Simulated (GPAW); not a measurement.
Wanted: an ASE script for a GPAW 26.7.0 run.

```
Task                : single point
Functional          : PBEsol
Potentials or basis : PAW data sets generated in the run's folder for this functional
Cutoff              : 600 eV
Basis               : pw
k mesh              : 8 × 8 × 5
Occupations         : fermi-dirac, width 0.05 eV
Spin                : no spin polarisation
Maxiter             : 150
```

Crystal: SnSe2.

```
Sn Se
1.0
     3.81100    0.00000    0.00000
    -1.90550    3.30042    0.00000
     0.00000    0.00000    6.13600
Sn Se
1 2
Direct
  0.99693 0.99596 0.99812
  0.66899 0.34235 0.74947
  0.33318 0.66846 0.25317
```

The cell isn't the ideal one: atoms moved at random, drawn with an rms of 0.05 Å.

The input as run:

run.py

```python
from ase import Atoms
from ase.dft.bandgap import bandgap
from ase.io import write
from ase.units import GPa
from gpaw import GPAW, PW, setup_paths

setup_paths.insert(0, '.')

atoms = Atoms(['Sn', 'Se', 'Se'],
              cell=[[3.811, 0.0, 0.0],
                    [-1.9055, 3.3004228138, 0.0],
                    [0.0, 0.0, 6.136]],
              scaled_positions=[[-0.003073, -0.004042, -0.001879],
                                [0.668986, 0.342353, 0.749469],
                                [0.33318, 0.668456, 0.253169]],
              pbc=True)

calc = GPAW(mode=PW(600),
            xc='PBEsol',
            kpts={'size': (8, 8, 5), 'gamma': True},
            occupations={'name': 'fermi-dirac', 'width': 0.05},
            nbands=24,
            convergence={'density': 1e-05, 'energy': 1e-05},
            maxiter=150,
            txt='gpaw.txt')
atoms.calc = calc
energy = atoms.get_potential_energy()
forces = atoms.get_forces()
stress = atoms.get_stress()
calc.write('gs.gpw')
write('result.traj', atoms)
print(f'Energy: {energy:.6f} eV')
print('Forces (eV/A):')
print(forces.round(4))
print('Stress (GPa):', (stress / GPa).round(3))
print('Fermi level:', round(calc.get_fermi_level(), 4), 'eV')
print(f'Gap: {bandgap(calc)[0]:.4f} eV, direct: {bandgap(calc, direct=True)[0]:.4f} eV')
```

Potentials or basis: PAW data sets generated in the run's folder for this functional, pw.

The run is started by

```sh
$ gpaw-setup -f PBEsol Se Sn
$ OMP_NUM_THREADS=1 python run.py
```

It gave:

The pressure is 1.7 GPa and the largest force is 0.588 eV/Å. The band gap on the k mesh is 0.69 eV, indirect (least direct gap 1.00 eV).

Caveat: spin-orbit coupling is left out, which moves the levels of the heavy elements; an odd mesh through Γ misses points on the zone boundary, where band edges often lie.

It took 5.5 min on 1 thread of Arm Neoverse N1 (shared host), peak memory 0.4 GiB.
